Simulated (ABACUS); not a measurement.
The system is TiB2.

```xyz
3
Lattice="3.0292 0.0000 0.0000 -1.5146 2.6234 0.0000 0.0000 0.0000 3.2284" Properties=species:S:1:pos:R:3 pbc="T T T"
Ti    0.0000    0.0000    0.0000
B     1.5146    0.8745    1.6142
B     0.0000    1.7489    1.6142
```

```yaml
Program: ABACUS 3.10.1
Task: single point
Functional: PBEsol
Potentials_or_basis: PseudoDojo NC SR 0.4.1 PBEsol standard
Cutoff: 1143 eV
Density_cutoff: 4572 eV
Basis: plane waves
k_mesh: 10 × 10 × 8
Occupations: fermi-dirac, width 0.05 eV
Spin: no spin polarisation
```

On this cell: pressure -4.7 GPa; largest force under 0.003 eV/Å; band gap on the k mesh none (metal or under the smearing width).

The same run follows on a disturbed copy (atoms moved at random, drawn with an rms of 0.05 Å):

```xyz
3
Lattice="3.0292 0.0000 0.0000 -1.5146 2.6234 0.0000 0.0000 0.0000 3.2284" Properties=species:S:1:pos:R:3 pbc="T T T"
Ti    0.0109   -0.0365   -0.0493
B     1.5136    0.8224    1.6230
B    -0.0053    1.7485    1.5951
```

Task: What changes?

Result: The energy (extrapolated to zero smearing) moves by +12.8 meV/atom; pressure -4.1 GPa; largest force 0.960 eV/Å; band gap on the k mesh none (metal or under the smearing width).

Forces on the atoms (eV/Å):
```
Ti  -0.204  0.139  0.623
B    0.044  0.794 -0.464
B    0.160 -0.933 -0.158
```

Stress tensor (GPa, compression positive):
```
-4.59  0.06 -0.16
 0.06 -1.60  0.09
-0.16  0.09 -6.07
```

Caveats: there are fewer bands than atomic start orbitals, so a level may be missed at k points of high symmetry.
